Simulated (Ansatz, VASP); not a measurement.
**Al2O3 in VASP and in Ansatz**

The input INCAR:

```
PREC = Accurate ; ENCUT = 520
EDIFF = 1E-6 ; ISMEAR = 0
SIGMA = 0.05 ; LREAL = F
LASPH = T ; NELM = 60
ALGO = Normal ; ISIF = 2
LWAVE = F ; LCHARG = F
GGA = PS ; NBANDS = 20
```

Contents of KPOINTS:

```
regular mesh
0
Gamma
  12 12 4
```

The input POSCAR:

```
Al2O3
1.0
    2.7760839405      0.0000000000      0.0000000000
   -1.3880419702      2.4041592155      0.0000000000
    0.0000000000      0.0000000000      7.8776214423
Al O
2 3
Direct
    0.0000000000      0.0000000000      0.2779510000
    0.0000000000      0.0000000000      0.7220490000
    0.3333333333      0.6666666667      0.1994540000
    0.6666666667      0.3333333333      0.8005460000
    0.0000000000      0.0000000000      0.5000000000
```

Input for Ansatz:

```yaml
crystal:
  lattice:
    - [2.7760839405, 0.0, 0.0]
    - [-1.3880419702, 2.4041592155, 0.0]
    - [0.0, 0.0, 7.8776214423]
  atoms:
    - { symbol: Al, position: [0.0, 0.0, 0.277951] }
    - { symbol: Al, position: [0.0, 0.0, 0.722049] }
    - { symbol: O, position: [0.3333333333, 0.6666666667, 0.199454] }
    - { symbol: O, position: [0.6666666667, 0.3333333333, 0.800546] }
    - { symbol: O, position: [0.0, 0.0, 0.5] }
basis:
  ecutwfc: 420
kpoints:
  mp_grid: { grid: [12, 12, 4] }
hamiltonian:
  xc: pbesol
scf:
  occupations: { method: gaussian, width: 0.05 }
output:
  forces: true
  stress: true
  eigenvalues: true
```

Change from the starting cell: strain -0.080 along x and y, +0.040 along z, atoms carried along.

Alike in both runs: task single point; functional PBEsol; k mesh 12 × 12 × 4; occupations gaussian, width 0.05 eV; no spin polarisation.

|  | VASP | Ansatz |
| --- | --- | --- |
| version | VASP 6.6.1 | Ansatz 0.2.0 |
| potentials or method | VASP PAW PBE potentials, release 64 (Al, O) | scalar-relativistic, plane waves, PAW |
| plane-wave cutoff (eV) | 520 | 420 |
| valence electrons in the cell | 24 | 24 |

Ansatz gave:

| Quantity | Value |
| --- | --- |
| gap on the k mesh at the Fermi level (eV) | 1.61 |
| least direct gap on the mesh (eV) | 1.61 |
| pressure (GPa) | 21.8 |
| largest component of the traceless stress (GPa) | 41.05 |
| rms of the force components (eV/Å) | 1.454 |

**Question.** Which values does VASP return?

**Answer.** gap on the k mesh at the Fermi level (eV): 1.64; least direct gap on the mesh (eV): 1.64; pressure (GPa): 22.5; largest component of the traceless stress (GPa): 41.24; rms of the force components (eV/Å): 1.443.

Atom by atom the forces differ by 0.016 eV/Å (rms over components). With one functional, cell and mesh, what is left measures potentials, basis and numerics.

Caveats: so large a pressure means that the cell lies far from this level's equilibrium, or that cutoff or potentials fall short (VASP); the potentials were made for another functional, which shifts forces and pressure (VASP). A k mesh can miss the band edges.
